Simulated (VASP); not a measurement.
# Mg2Ge in VASP 6.6.1, single-point calculation

INCAR

```
NSW = 0
EDIFF = 1E-7
LREAL = .FALSE.
NELM = 71
LCHARG = .FALSE.
ENCUT = 520
ISIF = 2
SIGMA = 0.1
LWAVE = .FALSE.
LASPH = .TRUE.
IBRION = -1
NBANDS = 16
GGA = PE
PREC = Accurate
ISMEAR = 2
```

KPOINTS

```
KPOINTS created by Atomic Simulation Environment
0
Gamma
8 8 8
0 0 0
```

POSCAR

```
Ge Mg
 1.0000000000000000
     0.0000000000000000    3.2467632623000000    3.2467632623000000
     3.2467632623000000    0.0000000000000000    3.2467632623000000
     3.2467632623000000    3.2467632623000000    0.0000000000000000
 Ge  Mg
   1   2
Cartesian
  0.0000000000000000  0.0000000000000000  0.0000000000000000
  1.6233816311499998  1.6233816311499998  1.6233816311499998
  4.8701448934500000  4.8701448934500000  4.8701448934500000
```

The recommended PBE PAW datasets give the neutral cell 18 valence electrons.

Command

```
mpirun -np 1 vasp_std
```

Problem. How does this run end, and what does it give?

Solution. It converged. Results: gap between bands v and c on the k mesh 0.19 eV; least direct gap on the k mesh 0.76 eV; pressure -1.7 GPa. Band v is the last that the valence electrons fill when counted band by band, and c is the next.

OSZICAR

```
N       E                     dE             d eps       ncg     rms          rms(c)
DAV:   1     0.868867393721E+02    0.86887E+02   -0.87344E+03   984   0.181E+03
DAV:   2     0.303206306995E+01   -0.83855E+02   -0.80662E+02  1016   0.420E+02
DAV:   3    -0.848492430167E+01   -0.11517E+02   -0.11486E+02  1184   0.906E+01
DAV:   4    -0.881895061769E+01   -0.33403E+00   -0.33399E+00  1080   0.158E+01
DAV:   5    -0.882616925142E+01   -0.72186E-02   -0.72185E-02  1224   0.256E+00    0.317E+00
DAV:   6    -0.842113638289E+01    0.40503E+00   -0.46935E-01  1104   0.354E+00    0.163E+00
DAV:   7    -0.834362113231E+01    0.77515E-01   -0.24945E-01  1160   0.304E+00    0.547E-01
DAV:   8    -0.834474293863E+01   -0.11218E-02   -0.21003E-02  1176   0.207E+00    0.120E-01
DAV:   9    -0.834451074693E+01    0.23219E-03   -0.19539E-03  1208   0.724E-01    0.330E-02
DAV:  10    -0.834453280266E+01   -0.22056E-04   -0.94594E-05  1048   0.612E-02    0.112E-02
DAV:  11    -0.834454464108E+01   -0.11838E-04   -0.23126E-05   984   0.387E-02    0.429E-03
DAV:  12    -0.834454458517E+01    0.55906E-07   -0.22502E-06  1232   0.180E-02    0.142E-03
DAV:  13    -0.834454450713E+01    0.78041E-07   -0.24869E-07   992   0.297E-03
   1 F= -.83445445E+01 E0= -.83445596E+01  d E =0.604114E-04
```

For comparison, a separate PBE run of the intended cell, on usual settings and not on those above, gives a gap of 0.19 eV on its mesh and a pressure of -1.7 GPa.
